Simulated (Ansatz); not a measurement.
**Ga2O3 at a changed volume: 17O NMR of the central transition**

Cell: an entry of the Crystallography Open Database (COD), relaxed with PBE at fixed cell and then changed (volume scaled by 0.98, ions relaxed).

```
Ga O
1.0
     6.06601   -1.50836    0.00000
     6.06601    1.50836    0.00000
    -1.37669    0.00000    5.59222
Ga O
4 6
Direct
  0.09176 0.09176 0.79578
  0.90824 0.90824 0.20422
  0.65974 0.65974 0.31254
  0.34026 0.34026 0.68746
  0.17129 0.17129 0.10843
  0.82871 0.82871 0.89157
  0.17160 0.17160 0.55859
  0.82840 0.82840 0.44141
  0.49687 0.49687 0.25236
  0.50313 0.50313 0.74764
```

Atom numbers follow the list; atoms alike are taken as one site, whose name carries the number of the first.

Level of theory: DFT, PBE, plane waves and PAW, scalar-relativistic, 420 eV cutoff, Γ-centred 10×10×6 k-points, Fermi–Dirac smearing 0.02 eV (Ansatz 0.2.0).

17O has I = 5/2 and Q = -25.58 mb (Pyykkö 2018); at 23.5 T its Larmor frequency is ν₀ = 135.7 MHz. Only the quadrupole interaction is simulated: positions count from each site's isotropic chemical shift, and J coupling is left out, as are shift anisotropy and dipolar coupling, which fast spinning averages.

Q: Give C_Q, η, the quadrupolar product P_Q = |C_Q|(1 + η²/3)^½, the second-order isotropic shift and the breadth of the pattern (fast magic-angle spinning) for each O site.

A: 

| site | first shell | C_Q (MHz) | η | P_Q (MHz) | δ_QIS (ppm) | breadth (kHz) |
| --- | --- | --- | --- | --- | --- | --- |
| O5 | 3 Ga at 1.83–1.94 Å; also 2 Ga at 3.18 Å | 4.89 | 0.43 | 5.04 | -8.27 | 2.60 |
| O7 | 4 Ga at 1.85–2.05 Å | -2.52 | 0.04 | 2.52 | -2.07 | 0.610 |
| O9 | 3 Ga at 1.83–1.92 Å | 6.78 | 0.07 | 6.78 | -15.0 | 4.46 |

δ_QIS = −(ν_Q²/30ν₀²)[I(I+1) − 3/4](1 + η²/3) × 10⁶ ppm with ν_Q = 3|C_Q|/[2I(2I−1)]; it falls as 1/B₀² in ppm, and the breadth as 1/B₀ in kHz.

At O5 and O9 V_zz stands upright on the plane through its three neighbours (within 2°) in each case. At O7 V_zz points along its shortest bond, to Ga (within 5°).

At this changed cell the PBE pressure is 12 GPa.
